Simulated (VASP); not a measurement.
**GaN in VASP 6.6.1, single-point calculation**

INCAR

```
IBRION = -1
ISMEAR = -1
IVDW = 21
NBANDS = 16
SIGMA = 0.02
ISIF = 2
LASPH = .TRUE.
NELECT = 18.5
NELM = 79
LWAVE = .FALSE.
ENCUT = 520
LREAL = .FALSE.
GGA = PE
EDIFF = 1E-7
LCHARG = .FALSE.
PREC = Accurate
NSW = 0
```

KPOINTS

```
KPOINTS created by Atomic Simulation Environment
0
Gamma
10 10 10
0 0 0
```

POSCAR

```
Ga N
 1.0000000000000000
     0.0000000000000000    2.2489525415000000    2.2489525415000000
     2.2763897625000000    0.0000000000000000    2.2489525415000000
     2.2763897625000000    2.2489525415000000    0.0000000000000000
 Ga  N
   1   1
Cartesian
  0.0000000000000000  0.0000000000000000  0.0000000000000000
  1.1381948812500000  1.1244762707500000  1.1244762707500000
```

The recommended PBE PAW datasets give the neutral cell 18 valence electrons.

Command

```
mpirun -np 1 vasp_std
```

Question: Predict the outcome of this run.

Answer: It converged. Results: pressure 52.5 GPa.

OSZICAR

```
N       E                     dE             d eps       ncg     rms          rms(c)
DAV:   1     0.906138181226E+02    0.90614E+02   -0.96070E+03  3656   0.207E+03
DAV:   2    -0.402508521565E+01   -0.94639E+02   -0.88458E+02  3792   0.340E+02
DAV:   3    -0.994540779600E+01   -0.59203E+01   -0.58973E+01  3816   0.720E+01
DAV:   4    -0.100123304074E+02   -0.66923E-01   -0.66916E-01  4176   0.825E+00
DAV:   5    -0.100132226973E+02   -0.89229E-03   -0.89228E-03  3896   0.836E-01    0.879E+00
DAV:   6    -0.758571360335E+01    0.24275E+01   -0.73356E+00  4968   0.412E+01    0.297E+00
DAV:   7    -0.758567529628E+01    0.38307E-04   -0.39872E-01  3552   0.805E+00    0.187E+00
DAV:   8    -0.758074524654E+01    0.49300E-02   -0.94081E-02  3688   0.324E+00    0.111E+00
DAV:   9    -0.757277579673E+01    0.79694E-02   -0.21864E-02  4760   0.266E+00    0.293E-01
DAV:  10    -0.757311540970E+01   -0.33961E-03   -0.19397E-03  3552   0.343E-01    0.138E-01
DAV:  11    -0.757307653423E+01    0.38875E-04   -0.10846E-04  4416   0.892E-02    0.329E-02
DAV:  12    -0.757307820717E+01   -0.16729E-05   -0.86812E-06  3992   0.345E-02    0.427E-02
DAV:  13    -0.757307739193E+01    0.81524E-06   -0.28755E-06  4160   0.259E-02    0.496E-03
DAV:  14    -0.757307752375E+01   -0.13182E-06   -0.32971E-07  3720   0.433E-03    0.274E-03
DAV:  15    -0.757307743346E+01    0.90286E-07   -0.74849E-09  1856   0.939E-04
   1 F= -.79137745E+01 E0= -.79130980E+01  d E =-.135289E-02
```

The cell is charged and sits in a uniform background.

For comparison, a separate PBE run of the intended cell, on usual settings and not on those above, gives a gap of 1.67 eV on its mesh and a pressure of 3.9 GPa.
